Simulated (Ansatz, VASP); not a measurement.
**Pb in VASP and in Ansatz**

```
Pb
1.0
     0.00000    2.51522    2.51522
     2.51522    0.00000    2.51522
     2.51522    2.51522    0.00000
Pb
1
Direct
  0.00000 0.00000 0.00000
```

Alike in both runs: functional PBE; k mesh 13 × 13 × 13; occupations fermi-dirac, width 0.05 eV; no spin polarisation.

Ansatz relaxed the structure, and its values are those at the end. VASP's run is a single point on that final structure, the one shown.

```csv
,VASP,Ansatz
version,VASP 6.6.1,Ansatz 0.2.0
potentials or method,"VASP PAW PBE potentials, release 64 (Pb_d), cutoff 520 eV","all-electron LAPW, scalar-relativistic"
```

|  | VASP | Ansatz | Ansatz less VASP |
| --- | --- | --- | --- |
| pressure (GPa) | 0.2 | 0.3 | +0.06 |

Ansatz ran all-electron here, so the differences hold the error of VASP's frozen core and of both bases.

The runs have no spin-orbit coupling, so splittings on Pb are missing.
